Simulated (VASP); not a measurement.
**From VASP inputs to Ansatz: BaTe (rocksalt)**

INCAR

```
LASPH = .TRUE.
GGA = PE
EDIFF = 1E-7
ENCUT = 600
LREAL = .FALSE.
SIGMA = 0.02
ISMEAR = -1
PREC = Accurate
NSW = 40
EDIFFG = -5E-3
NBANDS = 15
LWAVE = .FALSE.
NELM = 120
LCHARG = .FALSE.
ISIF = 3
IBRION = 2
```

KPOINTS

```
KPOINTS created by Atomic Simulation Environment
0
Gamma
6 6 6
0 0 0
```

POSCAR

```
Ba Te
 1.0000000000000000
     0.0000000000000000    3.6605770000000000    3.6605770000000000
     3.6605770000000000    0.0000000000000000    3.6605770000000000
     3.6605770000000000    3.6605770000000000    0.0000000000000000
 Ba  Te
   1   1
Cartesian
  0.0000000000000000  0.0000000000000000  0.0000000000000000
  3.6605770000000000  3.6605770000000000  3.6605770000000000
```

VASP ran with the recommended PBE PAW datasets (16 valence electrons in the cell).

Question: Translate these files to an Ansatz input.

Answer: 

```yaml
crystal:
  lattice:
    - [0.0, 3.660577, 3.660577]
    - [3.660577, 0.0, 3.660577]
    - [3.660577, 3.660577, 0.0]
  atoms:
    - { symbol: Ba, position: [0.0, 0.0, 0.0] }
    - { symbol: Te, position: [0.5, 0.5, 0.5] }
kpoints:
  mp_grid: { grid: [6, 6, 6] }
hamiltonian:
  xc: pbe
scf:
  occupations: { method: fermi_dirac, width: 0.02 }
relax:
  f_tol: 0.005
  cell: {}
```

Other inputs would serve too.

```
                                              VASP                 Ansatz
relaxed cell vector lengths  5.013, 5.013, 5.013 Å  4.996, 4.996, 4.996 Å
        relaxed cell volume               89.07 Å³               88.15 Å³
```

Datasets and cutoffs are each program's own. VASP's cell holds 16 valence electrons and Ansatz's 26.
